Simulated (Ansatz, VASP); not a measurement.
**CdS: VASP beside Ansatz**

```
CELL_PARAMETERS angstrom
4.12427 0.00000 0.00000
-2.06214 3.57173 0.00000
0.00000 0.00000 6.72257
ATOMIC_POSITIONS crystal
Cd 0.33333 0.66667 0.00000
Cd 0.66667 0.33333 0.50000
S 0.33333 0.66667 0.37600
S 0.66667 0.33333 0.87600
```

Alike in both runs: task relaxation of cell and atoms; functional PBE; k mesh 11 × 11 × 6; occupations fermi-dirac, width 0.05 eV; no spin polarisation.

|  | VASP | Ansatz |
| --- | --- | --- |
| version | VASP 6.6.1 | Ansatz 0.2.0 |
| potentials or method | VASP PAW PBE potentials, release 64 (Cd, S) | PAW with Ansatz's default frozen-core files, scalar-relativistic |
| plane-wave cutoff (eV) | 600 | 420 |
| valence electrons in the cell | 36 | 52 |

Ansatz gave:

| Quantity | Value |
| --- | --- |
| relaxed volume (Å³/atom) | 26.04 |
| relaxed cell length with the largest relative difference (Å) | 4.196 |
| energy change over the relaxation (meV/atom) | -11 |

Problem. Which values does VASP return?

Solution. Relaxed volume (Å³/atom): 26.15; relaxed cell length with the largest relative difference (Å): 4.203; energy change over the relaxation (meV/atom): -14.

The two sets of potentials don't hold the same shells in valence.
